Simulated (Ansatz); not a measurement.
# VH in Ansatz: convergence with smearing width

Input of the first run (smearing width 0.3 eV); the others differ in this setting and in those tied to it:

input.yaml

```yaml
crystal:
  lattice:
    - [2.7355800978, 0.0, 0.0]
    - [-1.3677900489, 2.3690818588, 0.0]
    - [0.0, 0.0, 4.935968]
  atoms:
    - { symbol: V, position: [0.0, 0.0, 0.5], spin: 2.0 }
    - { symbol: V, position: [0.0, 0.0, 0.0], spin: 2.0 }
    - { symbol: H, position: [0.3333333333, 0.6666666667, 0.25] }
    - { symbol: H, position: [0.6666666667, 0.3333333333, 0.75] }
hamiltonian:
  xc: r2scan
  pseudopotentials: { kind: paw }
magnetization:
  spin_polarized: true
kpoints:
  mp_grid: { grid: [9, 9, 5] }
scf:
  occupations: { method: gaussian, width: 0.3 }
output:
  forces: true
  stress: true
  eigenvalues: true
```

Potentials or basis: Ansatz PAW.

Run with:

```bash
$ ansatz run input.yaml --threads 2 --pin off --max-ram 5632MiB --backend cpu --events-out ev --progress --plain --runs-dir out
```

The cell comes from a database or a generator and needn't be the stable form of this composition.

Hardware: 2 threads of Arm Neoverse V2 (shared host).

Task: The values tried are 0.3 eV, 0.2 eV, 0.15 eV, 0.1 eV, 0.05 eV, 0.025 eV, 0.01 eV, 0.005 eV, loosest first. From which on does the absolute moment stay within 0.02 μB of the tightest run that finished?

Result: From 0.01 eV on.

```
smearing width  energy less the tightest run, at zero smearing (meV/atom)  pressure (GPa)  absolute moment (μB)  SCF cycles  CPU time (s)  peak memory (GiB)
        0.3 eV                                                      -0.91           -3.36                  0.00          20            14               0.39
        0.2 eV                                                      -0.55           -3.50                  0.00          19            14               0.38
       0.15 eV                                                      -0.28           -3.54                  0.00          20            13               0.39
        0.1 eV                                                      -0.03           -3.56                  0.00          18            12               0.39
       0.05 eV                                                       0.03           -3.61                  0.00          23            14               0.39
      0.025 eV                                                       0.00           -3.65                  0.02          23            15               0.39
       0.01 eV                                                       0.00           -3.64                  0.04          19            15               0.39
      0.005 eV                                                       0.00           -3.63                  0.04          23            55               0.59
```

Against the tightest run, the energy stays within 1 meV/atom from 0.3 eV on; the pressure stays within 0.1 GPa from 0.15 eV on. Narrower smearing needs a denser k mesh, so at a fixed mesh the narrowest width isn't the most accurate. The tightest run that finished is the yardstick and may itself not be fully converged.

Caveat, for the tightest run too: the magnetic or orbital state may not be the lowest; the PAW data sets come from PBE, with cores solved anew for the run's functional, which leaves a small shift of forces and pressure; the starting moments weren't kept.
